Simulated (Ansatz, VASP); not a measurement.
**Two plane-wave programs on Rh**

```
CELL_PARAMETERS angstrom
0.00000 1.80647 1.80647
1.80647 0.00000 1.80647
1.80647 1.80647 0.00000
ATOMIC_POSITIONS crystal
Rh 0.00000 0.00000 0.00000
```

Change from the starting cell: strain -0.050 along x and y, -0.050 along z, atoms carried along.

Alike in both runs: task single point; functional r2SCAN; k mesh 22 × 22 × 22; occupations gaussian, width 0.15 eV; no spin polarisation.

|  | VASP | Ansatz |
| --- | --- | --- |
| version | VASP 6.6.1 | Ansatz 0.2.0 |
| potentials or method | VASP PAW PBE potentials, release 64 (Rh_pv) | scalar-relativistic, plane waves, PAW |
| plane-wave cutoff (eV) | 520 | 500 |
| valence electrons in the cell | 15 | 17 |

Ansatz gave:

```
gap on the k mesh at the Fermi level (eV) : none
pressure (GPa)                            : 62.9
```

Task: Which values does VASP return?

Result: gap on the k mesh at the Fermi level (eV): none; pressure (GPa): 65.2.

A gap of «none» marks a metal or a gap that the smearing closes. With one functional, cell and mesh, what is left measures potentials, basis and numerics. The two sets of potentials don't hold the same shells in valence.

Caveats: the cell as given lies far from equilibrium; so large a pressure means that the cell lies far from this level's equilibrium, or that cutoff or potentials fall short (VASP); the potentials were made for another functional, which shifts forces and pressure (VASP).
